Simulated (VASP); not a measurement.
**Si (diamond): one r²SCAN single-point calculation in two programs**

```yaml
crystal:
  lattice:
    - [0.00000, 2.72212, 2.72212]
    - [2.72212, 0.00000, 2.72212]
    - [2.72212, 2.72212, 0.00000]
  atoms:
    - { symbol: Si, position: [0.00000, 0.00000, 0.00000] }
    - { symbol: Si, position: [0.25000, 0.25000, 0.25000] }
```

Datasets and cutoffs are each program's own. VASP's cell holds 8 valence electrons and Ansatz's 8. Ansatz's stress includes a Pulay correction; VASP's doesn't.

Cutoffs: 520 eV in VASP, 500 eV in Ansatz. k meshes: 8×8×8 and 8×8×8.

```
                               VASP   Ansatz
gap between bands v and c   0.79 eV  0.78 eV
         least direct gap   2.75 eV  2.74 eV
                 pressure  -0.2 GPa  0.0 GPa
```

Band v is the last that the valence electrons fill when counted band by band, and c is the next. Levels in eV from the top of v, Ansatz:

| point | v−1 | v | c | c+1 |
| --- | --- | --- | --- | --- |
| Γ | 0.00 | 0.00 | 2.74 | 2.74 |
| X | -3.00 | -3.00 | 0.92 | 0.92 |
| W | -4.00 | -4.00 | 4.59 | 4.59 |
| K | -4.46 | -2.55 | 1.43 | 4.45 |
| L | -1.27 | -1.27 | 1.84 | 3.57 |

VASP:

```json
{"point": "Γ", "v−1": "0.00", "v": "0.00", "c": "2.75", "c+1": "2.75"}
{"point": "X", "v−1": "-2.99", "v": "-2.99", "c": "0.93", "c+1": "0.93"}
{"point": "W", "v−1": "-3.99", "v": "-3.99", "c": "4.60", "c+1": "4.60"}
{"point": "K", "v−1": "-4.46", "v": "-2.54", "c": "1.44", "c+1": "4.47"}
{"point": "L", "v−1": "-1.27", "v": "-1.27", "c": "1.86", "c+1": "3.59"}
```
